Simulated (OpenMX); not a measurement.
Runs of OpenMX 3.8.5 on Ga. It takes space group P6/mmm (No. 191, hexagonal). Conventional cell: a = 4.449 Å, b = 4.449 Å, c = 2.765 Å, α = 90.00°, β = 90.00°, γ = 120.00°. Ga (site symmetry -6m2) has 5 Ga at 2.57 to 2.77 Å as nearest neighbours. The cell was built by a generator and needn't be a form met in nature.

| cell | gap on the mesh (eV) | pressure (GPa) | largest force (eV/Å) |
| --- | --- | --- | --- |
| P6/mmm, 23.71 Å³/atom | none | 3.0 | 0.01 |
| P6/mmm, 22.76 Å³/atom | none | 4.9 | 0.01 |
| P6/mmm, 24.65 Å³/atom | none | 1.4 | 0.01 |
| P6/mmm, 20.86 Å³/atom | none | (b) | 0.01 |
| P6/mmm, 25.6 Å³/atom | none | 0.2 | 0.01 |
| P6/mmm, 21.81 Å³/atom | none | (a) | 0.01 |

Alike in all rows: task single point; level PBE; potentials or basis OpenMX 2013 PBE set, Ga7.0-s3p2d2, grid cutoff 500 Ry; no spin polarisation; k mesh 5 × 5 × 7; smearing fermi-dirac 0.05 eV.

Fill in the values left out.

(a) 6.9; (b) 9.8.

Caveats: the basis has few d functions beyond the semicore shells, which can make volumes several per cent too large; the basis of atomic orbitals isn't converged, which shifts pressures, moduli and gaps.

A k mesh can miss the band edges, and the runs leave out spin-orbit coupling on Ga.

A gap of «none» marks a metal or a gap under the smearing width.
